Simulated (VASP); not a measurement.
# CoO (P3m1) in VASP: a series of runs

The runs below take CoO through single point, with PBE.

Program: VASP 6.6.1. These are calculated values, not measurements. Logs are shortened: lines on timing, memory, paths and dates and some standing lists are left out, and cuts for length are marked.

## 1. Starting point

It takes space group P6_3mc (No. 186, hexagonal). Conventional cell: a = 3.198 Å, b = 3.198 Å, c = 5.229 Å, α = 90.00°, β = 90.00°, γ = 120.00°. Around Co (site symmetry 3m) lie 4 O at 1.93 to 1.97 Å. O (site symmetry 3m) has 4 Co at 1.93 to 1.97 Å as nearest neighbours.

Measurements of this composition are mostly on another form, of space group No. 225.

## 2. Single point, PBE, collinear spin, ferromagnetic start

INCAR reads:

```
PREC = Accurate
ENCUT = 350
EDIFF = 1E-6
ISMEAR = 0
SIGMA = 0.05
LREAL = F
LASPH = T
NELM = 100
ALGO = Normal
ISIF = 2
LWAVE = F
LCHARG = F
ISPIN = 2
MAGMOM = 2 2 0 0
LORBIT = 11
LMAXMIX = 4
GGA = PE
NBANDS = 27
ADDGRID = F
```

KPOINTS reads:

```
Automatic mesh
0
Gamma
  6 6 3
```

POSCAR reads:

```
CoO
1.0
    3.1976457435      0.0000000000      0.0000000000
   -1.5988228718      2.7692424462      0.0000000000
    0.0000000000      0.0000000000      5.2287097100
Co O
2 2
Direct
    0.3365030000      0.6381030000      0.5003980000
    0.0481210000      0.0161470000     -0.0014250000
    0.3062570000      0.6452830000      0.8672390000
    0.0541720000      0.0112240000      0.3867870000
```

Potentials or basis: VASP PAW PBE potentials, release 64 (Co, O).

The run is started by

```
$ cat potpaw_PBE.64/Co/POTCAR potpaw_PBE.64/O/POTCAR > POTCAR
$ mpirun -np 1 vasp_std > vasp.out
```

OUTCAR:

```text
PREC = Accurate
   ENCUT = 350
   EDIFF = 1E-6
   ISMEAR = 0
   LREAL = F
   LASPH = T
   NELM = 100
   ISIF = 2
   ISPIN = 2
   LORBIT = 11
   GGA = PE

 Found     56 irreducible k-points:

 Following reciprocal coordinates:
            Coordinates               Weight
  0.000000  0.000000  0.000000      1.000000
  0.166667  0.000000  0.000000      2.000000
  0.000000  0.166667  0.000000      2.000000
 -0.166667  0.166667  0.000000      2.000000
  0.333333  0.000000  0.000000      2.000000
  0.000000  0.333333  0.000000      2.000000
   k-points           NKPTS =     56   k-points in BZ     NKDIM =     56   number of bands    NBANDS=     27
   number of dos      NEDOS =    301   number of ions     NIONS =      4
   total plane-waves  NPLWV =  12800
   dimension x,y,z NGX =    20 NGY =   20 NGZ =   32
   dimension x,y,z NGXF=    40 NGYF=   40 NGZF=   64
   ions per type =               2   2
   NGX,Y,Z   is equivalent  to a cutoff of  10.40, 10.40, 10.17 a.u.
   NGXF,Y,Z  is equivalent  to a cutoff of  20.80, 20.80, 20.35 a.u.
 SYSTEM =  unknown system
   PREC   = accura    normal or accurate (medium, high low for compatibility)
   ISTART =      0    job   : 0-new  1-cont  2-samecut
   ICHARG =      2    charge: 1-file 2-atom 10-const
   ISPIN  =      2    spin polarized calculation?
   LNONCOLLINEAR =      F non collinear calculations
   LSORBIT =      F    spin-orbit coupling
   LASPH  =      T    aspherical Exc in radial PAW
   ENCUT  =  350.0 eV  25.72 Ry    5.07 a.u.   4.88  4.88  7.98*2*pi/ulx,y,z
   NELM   =    100;   NELMIN=  2; NELMDL= -5     # of ELM steps
   EDIFF  = 0.1E-05   stopping-criterion for ELM
   LREAL  =      F    real-space projection
   EDIFFG = 0.1E-04   stopping-criterion for IOM
   NSW    =      0    number of steps for IOM
   IBRION =     -1    ionic relax: 0-MD 1-quasi-New 2-CG
   NFREE  =      0    steps in history (QN), initial steepest desc. (CG)
   ISIF   =      2    stress and relaxation
   ISYM   =      2    0-nonsym 1-usesym 2-fastsym
   POTIM  = 0.5000    time-step for ionic-motion
   TEBEG  =    0.0;   TEEND  =   0.0 temperature during run
   PSTRESS=    0.0 pullay stress
   NELECT =      30.0000    total number of electrons
   NUPDOWN=      -1.0000    fix difference up-down
   EMIN   =  10.00;   EMAX   =-10.00  energy-range for DOS
   EFERMI =   0.00;   METHOD = LEGACY
   ISMEAR =     0;   SIGMA  =   0.05  broadening in eV -4-tet -1-fermi 0-gaus
   EFERMI_NEDOS =   21; number of points for ismear=-14 and -15
   IALGO  =     38    algorithm
   IMIX   =      4    mixing-type and parameters
     AMIX     =   0.40;   BMIX     =  1.00
     AMIX_MAG =   1.60;   BMIX_MAG =  1.00
  volume/ion in A,a.u.               =      11.58        78.11
  Fermi-wavevector in a.u.,A,eV,Ry     =   1.416620  2.677023 27.304329  2.006812
  Thomas-Fermi vector in A             =   2.537935
   LORBIT       =     11    0 simple, 1 ext, 2 COOP (PROOUT), +10 PAW based schemes
   GGA     = PE    functional components
   LHFCALC =     F    Hartree Fock is set to
   AEXX    =    0.0000 exact exchange contribution
   IVDW    =     0    specifies the selected vdW correction
   LEPSILON=     F    determine dielectric tensor
   LRPA    =     F    only Hartree local field effects (RPA)
 spin polarized calculation
 Gauss-broadening in eV      SIGMA  =   0.05
  energy-cutoff  :      350.00
  volume of cell :       46.30
 maximum number of plane-waves:       702
   NGX =  9   NGY =  9   NGZ = 15

 number of electron      29.9999988 magnetization       5.6614136

 Free energy of the ion-electron system (eV)
  ---------------------------------------------------
  ext. energy  EPLUGINS =         0.00000000
  ---------------------------------------------------
  free energy    TOTEN  =       -26.50632048 eV

  energy without entropy =      -26.50337414  energy(sigma->0) =      -26.50484731

 E-fermi :   5.9239     XC(G=0): -11.1226

 val. band max:        5.9160245626   @ k =   0.0000   0.0000   0.0000
 cond. band min:       5.9408707640   @ k =   0.0000   0.1667   0.0000
 fundamental gap:      0.0248462014
 Fermi energy:         5.9238594044

 spin component 1

 k-point     1 :       0.0000    0.0000    0.0000
  band No.  band energies     occupation
      1     -14.1308      1.00000
      2     -13.5134      1.00000
      3      -1.1133      1.00000
      4      -0.4674      1.00000
      5      -0.2773      1.00000
      6      -0.1054      1.00000
[... 19 lines left out ...]
     26      21.6361      0.00000
     27      22.1608      0.00000

 k-point     2 :       0.1667    0.0000    0.0000
  band No.  band energies     occupation
      1     -14.0029      1.00000
      2     -13.4504      1.00000
      3      -0.9320      1.00000
      4      -0.4315      1.00000
      5      -0.3038      1.00000
      6      -0.2018      1.00000
[... 19 lines left out ...]
     26      21.3858      0.00000
     27      21.5817      0.00000

 k-point     3 :       0.0000    0.1667    0.0000
  band No.  band energies     occupation
      1     -13.9884      1.00000
      2     -13.4479      1.00000
      3      -0.8344      1.00000
      4      -0.6969      1.00000
      5      -0.2099      1.00000
      6      -0.1034      1.00000
[... 19 lines left out ...]
     26      20.8272      0.00000
     27      21.5490      0.00000

 k-point     4 :      -0.1667    0.1667    0.0000
  band No.  band energies     occupation
      1     -13.9891      1.00000
      2     -13.4487      1.00000
      3      -0.8458      1.00000
      4      -0.6477      1.00000
      5      -0.2293      1.00000
      6      -0.1039      1.00000
[... 19 lines left out ...]
     26      20.8636      0.00000
     27      21.5164      0.00000

 k-point     5 :       0.3333    0.0000    0.0000
  band No.  band energies     occupation
      1     -13.7407      1.00000
      2     -13.3370      1.00000
      3      -0.9599      1.00000
      4      -0.5431      1.00000
      5      -0.3203      1.00000
      6      -0.1514      1.00000
[... 19 lines left out ...]
     26      20.4993      0.00000
     27      22.1048      0.00000

 k-point     6 :       0.0000    0.3333    0.0000
  band No.  band energies     occupation
      1     -13.6796      1.00000
      2     -13.3457      1.00000
      3      -1.0042      1.00000
      4      -0.5041      1.00000
      5      -0.2057      1.00000
      6       0.2574      1.00000
[... 19 lines left out ...]
     26      20.3632      0.00000
     27      22.4309      0.00000

 [... further k-points ...]

 spin component 2

 k-point     1 :       0.0000    0.0000    0.0000
  band No.  band energies     occupation
      1     -13.5967      1.00000
      2     -12.9475      1.00000
      3      -0.5826      1.00000
      4       0.6768      1.00000
      5       0.8967      1.00000
      6       0.9485      1.00000
[... 19 lines left out ...]
     26      22.0971      0.00000
     27      23.1221      0.00000

 k-point     2 :       0.1667    0.0000    0.0000
  band No.  band energies     occupation
      1     -13.4628      1.00000
      2     -12.8814      1.00000
      3      -0.3626      1.00000
      4       0.6349      1.00000
      5       0.7720      1.00000
      6       0.8826      1.00000
[... 19 lines left out ...]
     26      21.8435      0.00000
     27      22.2510      0.00000

 k-point     3 :       0.0000    0.1667    0.0000
  band No.  band energies     occupation
      1     -13.4482      1.00000
      2     -12.8795      1.00000
      3      -0.3032      1.00000
      4       0.3124      1.00000
      5       0.6983      1.00000
      6       1.0654      1.00000
[... 19 lines left out ...]
     26      21.4196      0.00000
     27      22.1752      0.00000

 k-point     4 :      -0.1667    0.1667    0.0000
  band No.  band energies     occupation
      1     -13.4489      1.00000
      2     -12.8801      1.00000
      3      -0.3034      1.00000
      4       0.3634      1.00000
      5       0.6945      1.00000
      6       1.0548      1.00000
[... 19 lines left out ...]
     26      21.4190      0.00000
     27      22.1930      0.00000

 k-point     5 :       0.3333    0.0000    0.0000
  band No.  band energies     occupation
      1     -13.1860      1.00000
      2     -12.7622      1.00000
      3      -0.2309      1.00000
      4       0.2094      1.00000
      5       0.5201      1.00000
      6       0.7442      1.00000
[... 19 lines left out ...]
     26      21.1166      0.00000
     27      22.7956      0.00000

 k-point     6 :       0.0000    0.3333    0.0000
  band No.  band energies     occupation
      1     -13.1235      1.00000
      2     -12.7739      1.00000
      3      -0.2445      1.00000
      4       0.1287      1.00000
      5       0.4009      1.00000
      6       1.2736      1.00000
[... 19 lines left out ...]
     26      21.0090      0.00000
     27      23.1579      0.00000

 [... further k-points ...]

------------------------ aborting loop because EDIFF is reached ----------------------------------------

  FORCE on cell =-STRESS in cart. coord.  units (eV):
  Direction    XX          YY          ZZ          XY          YZ          ZX
  --------------------------------------------------------------------------------------
  -------------------------------------------------------------------------------------
  Total       -4.4943837     -1.6426807     -3.2352637     -1.5928216      0.3601522     -0.1314935
  in kB     -155.5230883    -56.8431161   -111.9526583    -55.1177972     12.4626607     -4.5501836
  external PRESSURE =    -108.1062876 kB  Pullay stress =       0.0000000 kB

 VOLUME and BASIS-vectors are now :
 -----------------------------------------------------------------------------
  energy-cutoff  :      350.00
  volume of cell :       46.30
      direct lattice vectors                 reciprocal lattice vectors
     3.197645743  0.000000000  0.000000000     0.312730077  0.180554794  0.000000000
    -1.598822872  2.769242446  0.000000000     0.000000000  0.361109588  0.000000000
     0.000000000  0.000000000  5.228709710     0.000000000  0.000000000  0.191251773

 POSITION                                       TOTAL-FORCE (eV/Angst)
 -----------------------------------------------------------------------------------
      0.05580      1.76706      2.61644         0.409730      0.822905     -0.058500
      0.12806      0.04471      5.22126        -0.521669     -0.285809      0.497294
     -0.05239      1.78695      4.53454         0.597146      0.349676      0.331957
      0.15528      0.03108      2.02240        -0.485207     -0.886773     -0.770751
 -----------------------------------------------------------------------------------
    total drift:                               -0.000671      0.000177     -0.001481

  FREE ENERGIE OF THE ION-ELECTRON SYSTEM (eV)
  ---------------------------------------------------
  free  energy   TOTEN  =       -26.5063204791 eV

  energy  without entropy=      -26.5033741382  energy(sigma->0) =      -26.50484731

 total charge

# of ion       s       p       d       tot
------------------------------------------
    1        0.366   0.475   7.206   8.047
    2        0.343   0.422   7.194   7.960
    3        1.608   3.487   0.000   5.094
    4        1.607   3.482   0.000   5.090
--------------------------------------------------
tot          3.924   7.866  14.400  26.190

 magnetization (x)

# of ion       s       p       d       tot
------------------------------------------
    1        0.020   0.059   2.352   2.431
    2        0.023   0.050   2.349   2.422
    3        0.021   0.290   0.000   0.312
    4        0.021   0.275   0.000   0.296
--------------------------------------------------
tot          0.086   0.674   4.701   5.461
```

Run time: 42 s. Hardware: 1 thread of Intel Xeon 6975P-C (Granite Rapids), shared host; peak memory 0.18 GiB.

The run converged, but a check on its numbers failed (symmetry, net force, bounds or a known fault of this set-up), so they aren't taken as properties of the crystal.

Caveat: the k mesh is coarse (spacing up to 0.40 Å⁻¹), so the values aren't converged; the cutoff lies under the usual one of these potentials, so the numbers hold a large basis-set error; semilocal functionals often make such compounds metallic where correlation or magnetic order opens a gap, which also shifts bond lengths.

## 3. Single point, PBE, collinear spin, ferromagnetic start

Edit INCAR of step 2 so:

```diff
@@ -1,3 +1,3 @@
 PREC = Accurate
-ENCUT = 350
+ENCUT = 450
 EDIFF = 1E-6
```

KPOINTS reads:

```
Automatic mesh
0
Gamma
  5 5 3
```

POSCAR reads:

```
CoO
1.0
    3.1976457435      0.0000000000      0.0000000000
   -1.5988228718      2.7692424462      0.0000000000
    0.0000000000      0.0000000000      5.2287097100
Co O
2 2
Direct
    0.3333333333      0.6666666667      0.5033624100
    0.0000000000      0.0000000000      0.0034741400
    0.3333333333      0.6666666667      0.8715556000
    0.0000000000      0.0000000000      0.3716088500
```

Potentials or basis: VASP PAW PBE potentials, release 64 (Co, O).

The run is started by

```
$ cat potpaw_PBE.64/Co/POTCAR potpaw_PBE.64/O/POTCAR > POTCAR
$ mpirun -np 1 vasp_std > vasp.out
```

Run time: 16 s. Hardware: 1 thread of Intel Xeon 6975P-C (Granite Rapids), shared host; peak memory 0.17 GiB.

The run converged, but some of its settings lie outside the range that counts as converged, so its numbers aren't taken as properties of the crystal.

What came out:

* Free energy: -26.6336 eV
* Largest force: 0.295 eV/Å
* Band gap on the k mesh: none (metal or under the smearing width)
* Net moment: 5.91 μB per cell
* Site moments: Co +2.51; O +0.32 μB
* Valence electrons inside the program's atomic spheres: Co 7.97; O 5.01

Caveat: the k mesh is coarse (spacing up to 0.45 Å⁻¹), so the values aren't converged; the cutoff is under 1.25 times the usual one of these potentials, so pressure, stress and relaxed cells hold a basis-set (Pulay) error; semilocal functionals often make such compounds metallic where correlation or magnetic order opens a gap, which also shifts bond lengths.

(Continued in part 2 of 2.)
